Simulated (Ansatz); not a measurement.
**GaN: a single-point run**

Aim: a sound single-point run of GaN. The structure is shown as the input types it. The cell is built on a prototype (CsCl type) and needn't be the phase found in nature.

Computed with Ansatz 0.2.0 (density functional or hybrid calculation with the settings of its input, plane waves (as first typed), unless a step's input says otherwise).

5 further runs of the same task are left out: 1 for a known fault of the program, 4 that didn't finish.

**1. The system as given**

Symmetry: Pm-3m, No. 221, cubic system. Conventional cell: a = 2.696 Å, b = 2.696 Å, c = 2.696 Å, α = 90.00°, β = 90.00°, γ = 90.00°. Around Ga (site symmetry m-3m) lie 8 N at 2.33 Å. N (site symmetry m-3m) has 8 Ga at 2.33 Å as nearest neighbours.

Structure file:

```
CELL_PARAMETERS angstrom
2.69555 0.00000 0.00000
0.00000 2.69555 0.00000
0.00000 0.00000 2.69555
ATOMIC_POSITIONS crystal
Ga 0.00000 0.00000 0.00000
N 0.50000 0.50000 0.50000
```

**2. The calculation**

input.yaml reads:

```yaml
crystal:
  lattice:
    - [2.6955546006, 0.0, 0.0]
    - [0.0, 2.6955546006, 0.0]
    - [0.0, 0.0, 2.6955546006]
  atoms:
    - { symbol: Ga, position: [0.0, 0.0, 0.0] }
    - { symbol: "N", position: [0.5, 0.5, 0.5] }
kpoints:
  mp_grid: { grid: [6, 6, 6] }
hamiltonian:
  xc: r2scan
scf:
  occupations: { method: fermi_dirac, width: 0.02 }
  n_extra_bands: 4
  max_iter: 72
output:
  forces: true
  stress: true
  eigenvalues: true
basis:
  ecutrho_ratio: 1
```

Command:

```console
$ ansatz run input.yaml --threads 4 --pin off --max-ram 3686MiB --backend cpu --events-out ev --progress --plain --runs-dir out
```

Q: Will this input give a usable result? If not, why, and what should change?

The run converged and reported no error, with warnings (cutoff below recommended). It gives a pressure of 27 GPa, which is large; a structure far from rest gives such values too, whatever the setting.

Look at the input: basis.ecutrho_ratio is 1. The grid or cutoff for the density and potential is too coarse for the wavefunction basis: a density holds Fourier components up to twice the waves' wavevector.

The test: delete basis.ecutrho_ratio (the default then holds).
